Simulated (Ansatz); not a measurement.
**How far PBE and r2SCAN part for InN, biaxial strain +3.64 %, plane normal [111], relaxed out of plane**

Take InN in the zinc blende structure (space group F-43m, No. 216; a = 5.0490 Å) as the base. Axes: x, y, z lie along the cube axes.

(Cell as relaxed with PBE.)

Levels (all Ansatz, a quantum-chemistry and plane-wave program, PAW): PBE (420 eV, without spin-orbit coupling); r2SCAN (500 eV, spin-orbit coupling left out).

Each level relaxes its own structure.

| base | PBE | r2SCAN |
|---|---|---|
| volume per atom | 16.09 Å³ | 15.62 Å³ |
| lattice parameter a | 5.049 Å | 4.999 Å |
| band gap | zero | zero |

It is then changed as follows: tensile biaxial strain of 3.64 % in the plane normal to [111], as in epitaxy on a mismatched substrate; the out-of-plane cell vector and the atoms relax.

```json
[
 {"quantity": "pressure (mean of the normal stresses, compression positive)", "PBE": "-5.4 GPa", "r2SCAN": "___"},
 {"quantity": "shortest interatomic distance", "PBE": "2.193 Å", "r2SCAN": "___"},
 {"quantity": "energy relative to the base (free energy F)", "PBE": "+31 meV/atom", "r2SCAN": "___"},
 {"quantity": "band gap", "PBE": "zero", "r2SCAN": "___"}
]
```

Q: What does r2SCAN give?

A: 
- pressure (mean of the normal stresses, compression positive), r2SCAN: -6.1 GPa
- shortest interatomic distance, r2SCAN: 2.174 Å
- energy relative to the base (free energy F), r2SCAN: +34 meV/atom
- band gap, r2SCAN: zero

PBE's pressure lies 0.7 GPa above r2SCAN's; PBE's shortest interatomic distance lies 0.0196 Å above r2SCAN's (0.9 %); PBE's energy relative to the base lies 2.8 meV/atom below r2SCAN's; the two agree on the band gap. Neither level is exact; r2SCAN is the comparison here, not a measurement.

Whether these cells are dynamically stable was not tested. The final runs are not spin-polarised. Gaps under 0.05 eV, about the width of the smearing, are given as zero. This is not the structure that InN has at room temperature and ambient pressure. The zero or small gap of InN can change with the level of theory.
